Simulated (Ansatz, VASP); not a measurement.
**One calculation of Si, two programs**

```
Si
1.0
     3.83132    0.00000    0.00000
    -1.91566    3.31802    0.00000
     0.00000    0.00000    6.33262
Si
4
Direct
  0.33333 0.66667 0.06301
  0.66667 0.33333 0.56301
  0.33333 0.66667 0.43699
  0.66667 0.33333 0.93699
```

Alike in both runs: task electric field gradients; functional r2SCAN; k mesh 7 × 7 × 4; occupations fermi-dirac, width 0.03 eV; no spin polarisation.

```csv
,VASP,Ansatz
version,VASP 6.6.1,Ansatz 0.2.0
potentials or method,"VASP PAW PBE potentials, release 64 (Si), cutoff 520 eV","all-electron PAW with datasets made for the crystal, scalar-relativistic"
```

Ansatz gave:

- pressure (GPa): 0.2
- largest component of the traceless stress (GPa): 0.09
- rms of the force components (eV/Å): 0.003
- Vzz of the field gradient on the site that differs most (V/Å²): 4.3

Which values does VASP return?

Pressure (GPa): 0.0; largest component of the traceless stress (GPa): 0.08; rms of the force components (eV/Å): 0.004; Vzz of the field gradient on the site that differs most (V/Å²): 4.2.

Atom by atom the forces differ by 0.001 eV/Å (rms over components). Ansatz ran all-electron here, so the differences hold the error of VASP's frozen core and of both bases.

Caveats: the PAW data sets were made with another functional, which shifts forces and pressure a little (VASP). A k mesh can miss the band edges.
